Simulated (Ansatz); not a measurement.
# Si/NiSi2: a contact from a semiconductor to a metal, part 3 of 5

Aim: where the metal's Fermi level sits in the semiconductor's gap in Si/NiSi2, and what the stack passes. The semiconductor is Si diamond(111), undoped, with its far face capped by hydrogen, and the metal is NiSi2 fluorite(111), in direct contact. After relaxation the nearest pair at the metal is Si–Si at 2.35 Å, along the normal. The common net has a side of 3.868 Å, which strains the semiconductor by +0.0 % and the metal by +0.7 %, against typed lattice constants near PBE's. The first steps treat the bulk crystals alone.

Ansatz 0.2.0; PBE DFT, plane waves, PAW files (the session's first sound run).

So far. Step 4 (Relaxation): The largest force component on a free atom ends at 0.0049 eV/Å. At one or more of this run's solves the program warned of density in the dipole ramp over its bound, where dipole, forces and levels can be off.

### Step 5. T(E) from the semiconductor into the metal, atomic planes in the barrier 6, gap between the electrodes 11.83 Å

This step: PBE DFT, plane waves, PAW files; ballistic transmission by layer matching between semi-infinite leads (Ansatz 0.2.0).

System of this step: Si/NiSi2. The cell holds 53 atoms: 43 Si, 9 Ni and 1 H. Cell: a = 3.868 Å, b = 3.868 Å, c = 96.344 Å, α = 90.0°, β = 90.0°, γ = 120.0°. Regions: left electrode, 20 atoms (20 Si); barrier, 6 atoms (6 Si); right electrode, 26 atoms (17 Si and 9 Ni). Vacuum lies along c.

The semiconductor is one lead and the metal the other. The lead's open channels mark its band edges against the Fermi level.

The input, input.yaml:

```yaml
crystal:
  lattice:
    - [3.868, 0.0, 0.0]
    - [-1.934, 3.3497862618, 0.0]
    - [0.0, 0.0, 96.3441880295]
  atoms:
    - { symbol: Si, position: [0.66666667, 0.33333333, 0.1608815261] }
    - { symbol: Si, position: [0.0, 0.0, 0.1690761927] }
    - { symbol: Si, position: [0.0, 0.0, 0.1936601926] }
    - { symbol: Si, position: [0.33333333, 0.66666667, 0.2018548592] }
    - { symbol: Si, position: [0.33333333, 0.66666667, 0.2264388591] }
    - { symbol: Si, position: [0.66666667, 0.33333333, 0.2346335258] }
    - { symbol: Si, position: [0.66666667, 0.33333333, 0.2592175257] }
    - { symbol: Si, position: [0.0, 0.0, 0.2674121923] }
    - { symbol: Si, position: [0.0, 0.0, 0.2919961922] }
    - { symbol: Si, position: [0.33333333, 0.66666667, 0.3001908588] }
    - { symbol: Si, position: [0.33333333, 0.66666667, 0.3247748587] }
    - { symbol: Si, position: [0.66666667, 0.33333333, 0.3329695253] }
    - { symbol: Si, position: [0.66666667, 0.33333333, 0.3575535252] }
    - { symbol: Si, position: [0.0, 0.0, 0.3657481918] }
    - { symbol: Si, position: [0.0, 0.0, 0.3903321917] }
    - { symbol: Si, position: [0.33333333, 0.66666667, 0.3985268584] }
    - { symbol: Si, position: [0.33333333, 0.66666667, 0.4231108583] }
    - { symbol: Si, position: [0.66666667, 0.33333333, 0.4313055249] }
    - { symbol: Si, position: [0.66666667, 0.33333333, 0.4558799875] }
    - { symbol: Si, position: [0.0, 0.0, 0.4640723787] }
    - { symbol: Si, position: [0.0, 0.0, 0.4886536807] }
    - { symbol: Si, position: [0.33333333, 0.66666667, 0.4968478781] }
    - { symbol: Si, position: [0.33333333, 0.66666667, 0.5214362826] }
    - { symbol: Si, position: [0.66666667, 0.33333333, 0.5296353047] }
    - { symbol: Si, position: [0.66666667, 0.33333333, 0.5542503022] }
    - { symbol: Si, position: [0.0, 0.0, 0.562402777] }
    - { symbol: Si, position: [0.0, 0.0, 0.5868210512] }
    - { symbol: Ni, position: [0.33333333, 0.66666667, 0.5953829592] }
    - { symbol: Si, position: [0.66666667, 0.33333333, 0.6015819076] }
    - { symbol: Si, position: [0.33333333, 0.66666667, 0.6178888241] }
    - { symbol: Ni, position: [0.66666667, 0.33333333, 0.6260655184] }
    - { symbol: Si, position: [0.0, 0.0, 0.6342422126] }
    - { symbol: Si, position: [0.66666667, 0.33333333, 0.6505491292] }
    - { symbol: Ni, position: [0.0, 0.0, 0.6587258234] }
    - { symbol: Si, position: [0.33333333, 0.66666667, 0.6669025177] }
    - { symbol: Si, position: [0.0, 0.0, 0.6832094342] }
    - { symbol: Ni, position: [0.33333333, 0.66666667, 0.6913861285] }
    - { symbol: Si, position: [0.66666667, 0.33333333, 0.6995628228] }
    - { symbol: Si, position: [0.33333333, 0.66666667, 0.7158697393] }
    - { symbol: Ni, position: [0.66666667, 0.33333333, 0.7240464336] }
    - { symbol: Si, position: [0.0, 0.0, 0.7322231278] }
    - { symbol: Si, position: [0.66666667, 0.33333333, 0.7485300444] }
    - { symbol: Ni, position: [0.0, 0.0, 0.7567067386] }
    - { symbol: Si, position: [0.33333333, 0.66666667, 0.7648834329] }
    - { symbol: Si, position: [0.0, 0.0, 0.7811903495] }
    - { symbol: Ni, position: [0.33333333, 0.66666667, 0.7893670437] }
    - { symbol: Si, position: [0.66666667, 0.33333333, 0.797543738] }
    - { symbol: Si, position: [0.33333333, 0.66666667, 0.8138506545] }
    - { symbol: Ni, position: [0.66666667, 0.33333333, 0.8220273488] }
    - { symbol: Si, position: [0.0, 0.0, 0.830204043] }
    - { symbol: Si, position: [0.66666667, 0.33333333, 0.8465109596] }
    - { symbol: Ni, position: [0.0, 0.0, 0.8546876539] }
    - { symbol: H, position: [0.66666667, 0.33333333, 0.1453123461] }
kpoints:
  mp_grid: { grid: [8, 8, 1] }
scf:
  occupations: { method: fermi_dirac, width: 0.1 }
  max_iter: 150
hamiltonian:
  xc: pbe
efield:
  axis: 3
  dipole_correction: true
output:
  transmission:
    kmesh: [12, 12]
    e_range: [-2.5, 2.5]
    de: 0.05
    leads: [[8, 10], [38, 41]]
  dos: { projected: true, e_range: [-6, 5], de: 0.05 }
  write_potential: true
  write_density: true
  volumetric_format: npy
  elf: true
```

The run is started by

```
> ansatz run input.yaml --threads 8 --pin off --max-ram 24576MiB --backend cpu --events-out ev --progress --plain --runs-dir out
```

Numbers of over 12 decimals in the logs are rounded to 6 here.

Output:

```text
[...]
Crystal: 53 atoms, lattice volume = 1248.329 Å³
Basis set: ecut = 420 eV, 24621 PW (Γ)
Bands: 221, of which v1, the nominal top of the filled ones, is band 168 counted from 1 (167 counted from 0)
Symmetry: 6 space group operations
[...]
k-points: 10 of 64 (time reversal used)
[...]
SCF iter   1: F=—  HF=-79920.836610 eV  |F-HF|=—  |Δ(HF+E_count)|=         —  Δρ=8.28e-3  dr2=1.31e1  ethr=1.77e-3  p=-0.013 e·Å  D=-1.87e-3 V/Å  ΔV_dip=0.18 eV  dr2_dipole=1.74e0  V_vac-E_F(+/−)=3.69/3.51 eV  ⟨swp⟩=10.0  Hψ=12476  notcnv=0  defer=54
[...]
SCF iter  15: F=-79920.714405 eV  HF=-79920.714405 eV  |F-HF|=6.36e-8  |Δ(HF+E_count)|=   2.97e-7  Δρ=1.31e-6  dr2=5.46e-8  ethr=2.99e-11  p=0.020 e·Å  D=2.89e-3 V/Å  ΔV_dip=-0.28 eV  dr2_dipole=1.37e-9  V_vac-E_F(+/−)=4.07/4.34 eV  ⟨swp⟩=17.4  Hψ=7316  notcnv=0
SCF 1 converged in 15 iterations: F = -79920.714405 eV  dr2 = 5.46e-8
[...]
transmission: 125 of 1235 steps passed
transmission: 255 of 1235 steps passed
[...]
transmission: 1235 of 1235 steps passed
WARN: The output density's exchange-correlation potential varies sharply where the density is thin. Do not read a vacuum level from v_tot or v_xc, or from such a field of the output density. On a cell that repeats whose density bears no net charge and no dipole along the vacuum's axis use v_es (v_loc + v_h of the components); under efield.dipole_correction with no amplitude use v_es + v_field, which holds any externa [...]
SCF converged after 15 iterations
Free energy (F): -79920.714405 eV
[...]
Internal energy: -79920.432957 eV  (E = F + TS)
E sigma→0 (E₀):  -79920.573681 eV
Entropy (-TS):   -0.281448 eV (-5.310 meV/atom)
Fermi energy:    5.048620 eV
Dipole field:    D = 0.002907 V/Å  (p = 0.020054 e·Å, saw-weighted, corrected)
Work function:   Φ+ = 4.0648 eV   Φ− = 4.3449 eV
[...]
--- Band table (eV; the first three rows and the last of 10) ---
  k-point 0: bands = [... 164 lower, 5.7515, 5.9179, 6.1830, 6.1830, 6.2118, 6.2180, 6.2426, 6.2648, ... 49 higher]
  k-point 1: bands = [... 164 lower, 5.4145, 5.6138, 5.6738, 5.7647, 5.8036, 5.9363, 6.0412, 6.2248, ... 49 higher]
  k-point 2: bands = [... 164 lower, 4.7498, 4.7589, 4.9917, 5.0529, 5.0712, 5.2551, 5.4377, 5.6523, ... 49 higher]
  k-point 9: bands = [... 164 lower, 3.3207, 3.5619, 4.1012, 4.1475, 4.7082, 5.4499, 5.7165, 5.8913, ... 49 higher]
--- Transmission ---
  basis      : 121 plane waves across, 65 finite elements along
  points     : 19, standing for a mesh of 12 x 12
  energies   : 101 from -2.500000 to 2.500000 eV about the Fermi level, 0.050000 eV apart; the leads are filled to 0.000000 eV, and channels, transmission and decay are at 0.000000 eV
  crystal 0  : Si2, at the sites [8, 10], period 3.1580 Å, over 41.05 Å; its Hamiltonian steps by up to 0.5 meV
    offset         : up to 0.0000 Å between an atom of the period and one for which it stands
    channels       : 0.000000e0 a spin
    conductance    : none, the energies end too early or step too widely for 300 K: set another output.transmission.e_range or a lower de, or, where they end at an eighth of basis.ecutwfc, a higher one
    slowest decay  : 0.0808 /Å at (0.0000, 0.0000)
  crystal 1  : Si2Ni1, at the sites [38, 41], period 3.1466 Å, over 25.17 Å; its Hamiltonian steps by up to 8.3 meV
[...]
channels       : 1.076389e0 a spin
[...]
slowest decay  : 0.0372 /Å at (0.3333, 0.1667)
  junction   : crystal 0 to crystal 1, 36.03 to 68.18 Å
    transmission   : 0.000000e0 a spin
[...]
```

It took 5 min on 8 threads of Arm Neoverse V1, shared host; peak memory 9.8 GiB; 37 min of CPU time.

This step gave:

```
free energy                                         : -79920.7144 eV
Fermi energy                                        : 5.049 eV
level to which the leads are filled                 : 0 eV from the Fermi level
transmission at the Fermi level (a spin, zone mean) : 0
channels of the lower lead                          : 0
channels of the upper lead                          : 1.076
potential step in the lower lead                    : 0.5 meV
potential step in the upper lead                    : 8.3 meV
work function, upper face                           : 4.065 eV
work function, lower face                           : 4.345 eV
dipole moment                                       : 0.02005 e·Å
dipole field                                        : 0.002907 V/Å
```

One spin. Table of transmission, zone mean by energy, zero at the Fermi level:

```tsv
energy (eV)	transmission, zone mean
-2.400	0.920
-2.200	1.03
-2.100	1.05
-2.000	1.03
-1.800	0.867
-1.600	0.718
-1.400	0.538
-1.200	0.372
-1.000	0.260
-0.800	0.176
-0.600	0.0800
-0.400	0.00895
-0.200	0
0.000	0
0.200	0
0.400	0.0158
0.600	0.0907
0.800	0.205
1.000	0.399
1.200	0.489
1.400	0.627
1.450	0.718
1.600	0.483
1.800	0.354
2.000	0.643
2.200	1.35
2.250	1.40
2.400	1.32
```

One spin. Table of open channels, zone mean by energy, zero at the Fermi level:

```tsv
energy (eV)	lower lead	upper lead
-2.50	1.59	1.67
-2.35	1.72	1.67
-2.25	1.63	1.76
-2.10	1.55	1.80
-1.95	1.51	1.84
-1.80	1.30	1.84
-1.70	1.30	1.92
-1.55	1.22	1.67
-1.40	0.938	1.51
-1.30	0.854	1.40
-1.15	0.604	1.40
-1.00	0.562	1.02
-0.90	0.354	1.02
-0.75	0.312	0.979
-0.60	0.146	0.854
-0.45	0.146	0.681
-0.35	0.0208	0.701
-0.20	0	0.993
-0.05	0	1.03
0.00	0	1.08
0.05	0	1.16
0.20	0	1.16
0.35	0.0417	1.41
0.45	0.125	1.37
0.60	0.208	1.59
0.75	0.333	1.76
0.90	0.5	1.92
1.00	0.667	2.01
1.15	0.833	2.01
1.30	1.03	1.67
1.40	1.19	1.59
1.55	1.40	1.07
1.70	1.74	0.694
1.80	1.99	0.562
1.95	2.15	0.993
2.10	2.19	2.53
2.25	2.32	2.95
2.35	1.99	2.92
2.50	1.78	2.92
```

Projected DOS an atom over height of the atomic layer and energy from the Fermi level. Layers: H Si Si Si Si Si Si Si Si Si Si Si Si Si Si Si Si Si Si Si Si Si Si Si Si Si Si Si Ni Si Si Ni Si Si Ni Si Si Ni Si Si Ni Si Si Ni Si Si Ni Si Si Ni Si Si Ni; projections on atoms miss part of the total, and the computed bands can run out at the top of the range; a column is the mean of 4 neighbouring layers, the last of those left over.

Values in states/eV, 22 rows by 14 columns, each cell a mean:
```
0.03 0.04 0.04 0.03 0.03 0.03 0.04 0.02 0.02 0.03 0.02 0.03 0.03 0.01
0.20 0.20 0.21 0.20 0.21 0.21 0.24 0.18 0.20 0.21 0.17 0.19 0.23 0.10
0.37 0.42 0.41 0.43 0.41 0.44 0.41 0.30 0.33 0.32 0.28 0.33 0.33 0.17
0.59 0.67 0.72 0.70 0.71 0.66 0.60 0.34 0.36 0.37 0.32 0.40 0.38 0.17
0.45 0.50 0.46 0.48 0.47 0.52 0.55 0.40 0.47 0.43 0.39 0.45 0.36 0.22
0.51 0.59 0.59 0.58 0.58 0.56 0.55 0.39 0.49 0.52 0.46 0.45 0.38 0.33
0.41 0.64 0.62 0.63 0.63 0.61 0.46 0.26 0.25 0.27 0.27 0.35 0.47 0.58
0.17 0.31 0.29 0.29 0.29 0.30 0.33 0.36 0.42 0.37 0.31 0.37 0.48 0.51
0.06 0.14 0.15 0.15 0.15 0.15 0.18 0.31 0.41 0.44 0.41 0.42 0.40 0.35
0.00 0.01 0.01 0.01 0.01 0.01 0.11 0.23 0.33 0.32 0.33 0.34 0.38 0.57
0.01 0.02 0.02 0.02 0.02 0.03 0.14 0.20 0.22 0.22 0.24 0.20 0.24 0.73
0.08 0.13 0.14 0.14 0.14 0.14 0.25 0.31 0.20 0.19 0.19 0.19 0.28 1.49
0.22 0.33 0.32 0.32 0.33 0.32 0.31 0.36 0.31 0.32 0.32 0.34 0.30 3.56
0.45 0.64 0.62 0.62 0.62 0.63 0.55 0.75 0.52 0.51 0.60 0.48 0.44 6.27
0.58 0.67 0.68 0.69 0.68 0.69 0.63 1.00 0.61 0.64 0.91 0.62 0.62 3.03
0.59 0.72 0.74 0.73 0.74 0.74 0.64 2.14 0.84 0.82 1.43 0.87 1.16 1.72
0.51 0.60 0.58 0.59 0.58 0.57 0.61 2.30 1.51 1.52 2.81 1.44 1.39 0.57
0.45 0.60 0.59 0.60 0.60 0.59 0.55 0.96 0.75 0.74 1.17 0.81 1.08 0.52
0.62 0.48 0.52 0.51 0.51 0.50 0.43 0.96 0.77 0.72 0.99 0.71 0.83 0.33
0.10 0.14 0.14 0.13 0.13 0.14 0.25 1.13 1.02 1.05 1.29 1.02 0.83 0.13
0.10 0.15 0.15 0.15 0.15 0.15 0.22 0.51 0.55 0.55 0.61 0.57 0.44 0.08
0.15 0.21 0.20 0.20 0.20 0.20 0.23 0.31 0.33 0.34 0.33 0.33 0.28 0.06
```
Columns: height of the atomic layer (Å) from 16.1 to 82.3 (not evenly spaced); rows upwards: energy from the Fermi level (eV) from -6 to 5.

ELF in the ca plane at fractional y = 0.333, with atoms of Si and Ni and H within 0.2 Å of it. It is the smooth field of the valence electrons, not physical close to the nuclei.

Values, 6 rows by 16 columns, each cell a mean:
```
0.15 0.70 0.67 0.61 0.65 0.73 0.17 0.25 0.60 0.57 0.43 0.26 0.36 0.56 0.63 0.33
0.09 0.46 0.40 0.90 0.44 0.47 0.11 0.09 0.38 0.36 0.47 0.45 0.34 0.52 0.41 0.21
0.10 0.55 0.45 0.86 0.47 0.55 0.12 0.12 0.47 0.40 0.46 0.36 0.33 0.53 0.49 0.23
0.20 0.71 0.69 0.45 0.66 0.74 0.21 0.34 0.57 0.55 0.43 0.33 0.40 0.51 0.59 0.40
0.36 0.55 0.45 0.09 0.41 0.57 0.36 0.58 0.45 0.32 0.38 0.59 0.47 0.30 0.33 0.57
0.32 0.60 0.53 0.14 0.49 0.63 0.33 0.53 0.47 0.36 0.40 0.55 0.47 0.34 0.38 0.53
```
Columns run along c (16.0 Å, from fractional 0.51 to 0.67 of the cell), rows up along a (3.9 Å). Atoms in or near the plane, at fractional coordinates: Si at (0.53, 0.67), Si at (0.55, 0.67), Si at (0.60, 0.67), Ni at (0.63, 0.67), Si at (0.65, 0.67).

Electrostatic potential energy in the ca plane at fractional y = 0.333, with atoms of Si and Ni and H within 0.2 Å of it. With pseudopotentials it is smooth inside the atoms' cores, unlike the true potential.

Ten even steps from '0' (-32 eV) to '9' (9 eV), each cell a mean:
```
99999999999999999999998777889999999999999887
99999999999999999999887311589999999999999852
99999999999999999997245000179999999999999720
99999999999999999996144000179999999999999720
99999999999999999999887201489999999999999851
99999999999999999999998766789999999999999886
99999999999999999999999988889999888889999888
99999999999999999999999998888999877788998888
99999999999999999999999998888998877788998888
99999999999999999999999988889999888889999888
```
Columns run along c (16.0 Å, from fractional 0.07 to 0.24 of the cell; values clipped at the 3rd and 97th percentile), rows up along a (3.9 Å). Atoms in or near the plane, at fractional coordinates: Si at (0.16, 0.67), Si at (0.23, 0.67), H at (0.15, 0.67).

Valence density in the ca plane at fractional y = 0.333, with atoms of Si and Ni and H within 0.2 Å of it. It is the smooth field of the valence electrons, not physical close to the nuclei.

Ten steps, logarithmic in the rise over the least value, from '0' (0.0 e/Å³) to '9' (1.2 e/Å³), each cell a mean:
```
00000000000000000023455677765434556554345677
00000000000000000135777777765333344433335677
00000000000000000247998756765322233322234676
00000000000000000247998755765322233322234676
00000000000000000135777777765322334333235677
00000000000000000123456677765434455544345677
00000000000000000011234567665445667665445667
00000000000000000000123456665555678776555666
00000000000000000000123456665555678776555666
00000000000000000001234566665445677765445666
```
Columns run along c (16.0 Å, from fractional 0.07 to 0.24 of the cell), rows up along a (3.9 Å). Atoms in or near the plane, at fractional coordinates: Si at (0.16, 0.67), Si at (0.23, 0.67), H at (0.15, 0.67).

The semiconductor's channels close between -0.30 and +0.35 eV. In the worse lead the potential repeats within 8.3 meV, which the program lets pass.

[end of part 3 of 5]

[Logs are printed without paths, hosts, clocks, repeated set-up lines and the standing remarks that a program may print on its own settings, such as how far it seeks lower states.]

[Hosts, paths, dates, database ids (printed as entryN), source tags and the programs' standing remarks are cut or masked in the printed files.]
